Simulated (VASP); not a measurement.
# YN in VASP: work function with PBE

Aim: the work function of YN with PBE.

Everything below comes from runs of VASP 6.6.1. Logs are shortened: lines on timing, memory, paths and dates and some standing lists are left out, and cuts for length are marked.

## 1. The cell of the first run

The cell holds a slab with vacuum, 8 atoms: a = 3.449 Å, b = 3.449 Å, c = 24.855 Å, α = 90.00°, β = 90.00°, γ = 120.00°.

## 2. Work function, PBE (the (1 1 1) slab of YN, cut from the database cell, not relaxed)

INCAR

```
ALGO = Normal
DIPOL = 0.5 0.5 0.500
EDIFF = 1E-7
ENCUT = 520
GGA = PE
IDIPOL = 3
ISIF = 2
ISMEAR = 0
LASPH = T
LCHARG = T
LDIPOL = T
LELF = T
LREAL = F
LVACPOTAV = T
LVHAR = T
LWAVE = F
NELM = 100
PREC = Accurate
SIGMA = 0.05
```

KPOINTS

```
k-points
0
Gamma
  9 9 1
```

POSCAR

```
YN
1.0
    3.4485597718      0.0000000000      0.0000000000
   -1.7242798859      2.9865403689      0.0000000000
    0.0000000000      0.0000000000     24.8550804199
N Y
4 4
Direct
    0.3333333333      0.6666666667      0.3017491745
    0.0000000000      0.0000000000      0.4150353605
    0.6666666667      0.3333333333      0.5283215465
    0.3333333333      0.6666666667      0.6416077325
    0.6666666667      0.3333333333      0.3583922675
    0.3333333333      0.6666666667      0.4716784535
    0.0000000000      0.0000000000      0.5849646395
    0.6666666667      0.3333333333      0.6982508255
```

Potentials or basis: VASP PAW PBE potentials, release 64 (N, Y_sv).

The run is started by

```bash
$ cat potpaw_PBE.64/N/POTCAR potpaw_PBE.64/Y_sv/POTCAR > POTCAR
$ mpirun -np 1 vasp_std > vasp.out
```

OUTCAR:

```text
EDIFF = 1E-7
   ENCUT = 520
   GGA = PE
   ISIF = 2
   ISMEAR = 0
   LASPH = T
   LREAL = F
   NELM = 100
   PREC = Accurate

 ion  position               nearest neighbor table
   1  0.333  0.667  0.302-   5 2.44   5 2.44   5 2.44
   2  0.000  0.000  0.415-   5 2.44   6 2.44   5 2.44   6 2.44   5 2.44   6 2.44
   3  0.667  0.333  0.528-   7 2.44   6 2.44   6 2.44   7 2.44   7 2.44   6 2.44
   4  0.333  0.667  0.642-   7 2.44   8 2.44   8 2.44   7 2.44   7 2.44   8 2.44
   5  0.667  0.333  0.358-   1 2.44   2 2.44   1 2.44   2 2.44   2 2.44   1 2.44   6 3.45   6 3.45
                             6 3.45
   6  0.333  0.667  0.472-   2 2.44   3 2.44   3 2.44   2 2.44   2 2.44   3 2.44   5 3.45   7 3.45
                             5 3.45   7 3.45   7 3.45   5 3.45
   7  0.000  0.000  0.585-   3 2.44   4 2.44   3 2.44   4 2.44   3 2.44   4 2.44   8 3.45   6 3.45
                             8 3.45   6 3.45   8 3.45   6 3.45
   8  0.667  0.333  0.698-   4 2.44   4 2.44   4 2.44   7 3.45   7 3.45   7 3.45

  LATTYP: Found a hexagonal cell.
 ALAT       =     3.4485597718
 C/A-ratio  =     7.2073799106

  Lattice vectors:

 A1 = (   3.4485597718,   0.0000000000,   0.0000000000)
 A2 = (  -1.7242798859,   2.9865403689,   0.0000000000)
 A3 = (   0.0000000000,   0.0000000000,  24.8550804199)

Analysis of symmetry for initial positions (statically):
=====================================================================
 Subroutine PRICEL returns:
 Original cell was already a primitive cell.

 Routine SETGRP: Setting up the symmetry group for a
 hexagonal supercell.

 Subroutine GETGRP returns: Found  6 space group operations
 (whereof  6 operations were pure point group operations)
 out of a pool of 24 trial point group operations.

The static configuration has the point symmetry C_3v.

Analysis of symmetry for dynamics (positions and initial velocities):
=====================================================================
 Subroutine PRICEL returns:
 Original cell was already a primitive cell.

 Routine SETGRP: Setting up the symmetry group for a
 hexagonal supercell.

 Subroutine GETGRP returns: Found  6 space group operations
 (whereof  6 operations were pure point group operations)
 out of a pool of 24 trial point group operations.

The dynamic configuration has the point symmetry C_3v.

 Subroutine INISYM returns: Found  6 space group operations
 (whereof  6 operations are pure point group operations),
 and found     1 'primitive' translations

[... 104 lines left out ...]
   NELECT =      64.0000    total number of electrons
   NUPDOWN=      -1.0000    fix difference up-down
   EMIN   =  10.00;   EMAX   =-10.00  energy-range for DOS
   EFERMI =   0.00;   METHOD = LEGACY
   ISMEAR =     0;   SIGMA  =   0.05  broadening in eV -4-tet -1-fermi 0-gaus
   EFERMI_NEDOS =   21; number of points for ismear=-14 and -15
   IALGO  =     38    algorithm
   IMIX   =      4    mixing-type and parameters
     AMIX     =   0.40;   BMIX     =  1.00
     AMIX_MAG =   1.60;   BMIX_MAG =  1.00
  volume/ion in A,a.u.               =      32.00       215.94
  Fermi-wavevector in a.u.,A,eV,Ry     =   1.031322  1.948916 14.471504  1.063626
  Thomas-Fermi vector in A             =   2.165465
   LORBIT       =      0    0 simple, 1 ext, 2 COOP (PROOUT), +10 PAW based schemes
   GGA     = PE    functional components
   LHFCALC =     F    Hartree Fock is set to
   AEXX    =    0.0000 exact exchange contribution
   IVDW    =     0    specifies the selected vdW correction
   LEPSILON=     F    determine dielectric tensor
   LRPA    =     F    only Hartree local field effects (RPA)
 non-spin polarized calculation
 Gauss-broadening in eV      SIGMA  =   0.05
  energy-cutoff  :      520.00
  volume of cell :      255.99
 maximum number of plane-waves:      6949
 NGX is ok and might be reduce to    28
   NGX = 13   NGY = 13   NGZ = 93

 dipolmoment           0.000000      0.000000      0.135854 electrons x Angstroem

 number of electron      64.0000000 magnetization

 dipolmoment           0.000000      0.000000     -0.227970 electrons x Angstroem

 Free energy of the ion-electron system (eV)
  ---------------------------------------------------
  ext. energy  EPLUGINS =         0.00000000
  ---------------------------------------------------
  free energy    TOTEN  =       -66.47559572 eV

  energy without entropy =      -66.45866337  energy(sigma->0) =      -66.46712955

 E-fermi :  -1.0841     XC(G=0):  -5.9975

 val. band max:       -1.0946221088   @ k =   0.2222   0.0000   0.0000
 cond. band min:      -1.0671291796   @ k =   0.3333  -0.0000   0.0000
 fundamental gap:      0.0274929292
 Fermi energy:        -1.0840945535

 k-point     1 :       0.0000    0.0000    0.0000
  band No.  band energies     occupation
      1     -43.9975      2.00000
      2     -42.4983      2.00000
      3     -42.2048      2.00000
      4     -41.7436      2.00000
      5     -24.1801      2.00000
      6     -23.6865      2.00000
[... 481 lines left out ...]
     37       2.5130      0.00000
     38       2.6722      0.00000

------------------------ aborting loop because EDIFF is reached ----------------------------------------

  FORCE on cell =-STRESS in cart. coord.  units (eV):
  Direction    XX          YY          ZZ          XY          YZ          ZX
  --------------------------------------------------------------------------------------
  -------------------------------------------------------------------------------------
  Total        0.4359151      0.4359151     -2.0195874      0.0000000     -0.0000000      0.0000000
  in kB        2.7282941      2.7282941    -12.6401412      0.0000000     -0.0000000      0.0000000
  external PRESSURE =      -2.3945176 kB  Pullay stress =       0.0000000 kB

 VOLUME and BASIS-vectors are now :
 -----------------------------------------------------------------------------
  energy-cutoff  :      520.00
  volume of cell :      255.99
      direct lattice vectors                 reciprocal lattice vectors
     3.448559772  0.000000000  0.000000000     0.289976125  0.167417794  0.000000000
    -1.724279886  2.986540369  0.000000000     0.000000000  0.334835588  0.000000000
     0.000000000  0.000000000 24.855080420     0.000000000  0.000000000  0.040233223

 POSITION                                       TOTAL-FORCE (eV/Angst)
 -----------------------------------------------------------------------------------
     -0.00000      1.99103      7.50000        -0.000000     -0.000000      1.863766
      0.00000      0.00000     10.31574         0.000000     -0.000000      0.427120
      1.72428      0.99551     13.13147        -0.000000      0.000000      0.259456
     -0.00000      1.99103     15.94721        -0.000000      0.000000      0.881428
      1.72428      0.99551      8.90787         0.000000     -0.000000     -2.301436
     -0.00000      1.99103     11.72361         0.000000     -0.000000     -0.152708
      0.00000      0.00000     14.53934         0.000000     -0.000000     -0.507079
      1.72428      0.99551     17.35508         0.000000      0.000000     -0.470546
 -----------------------------------------------------------------------------------
    total drift:                                0.000000     -0.000000     -0.000091

  FREE ENERGIE OF THE ION-ELECTRON SYSTEM (eV)
  ---------------------------------------------------
  free  energy   TOTEN  =       -66.4755957223 eV

  energy  without entropy=      -66.4586633746  energy(sigma->0) =      -66.46712955

 vacuum level on the upper side and lower side of the slab         3.030         7.036
```

Wall time 5.6 min (1 thread of Intel Xeon 6975P-C (Granite Rapids), shared host); peak memory 0.43 GiB.

What came out:

```
Free energy                     : -66.4756 eV
Largest force                   : 2.301 eV/Å
Band gap on the k mesh          : none (metal or under the smearing width)
Work function of the upper face : 4.11 eV
Work function of the lower face : 8.12 eV
```

Forces on the atoms (eV/Å):
```
N    0.000  0.000  1.864
N    0.000  0.000  0.427
N    0.000  0.000  0.259
N    0.000  0.000  0.881
Y    0.000  0.000 -2.301
Y    0.000  0.000 -0.153
Y    0.000  0.000 -0.507
Y    0.000  0.000 -0.471
```
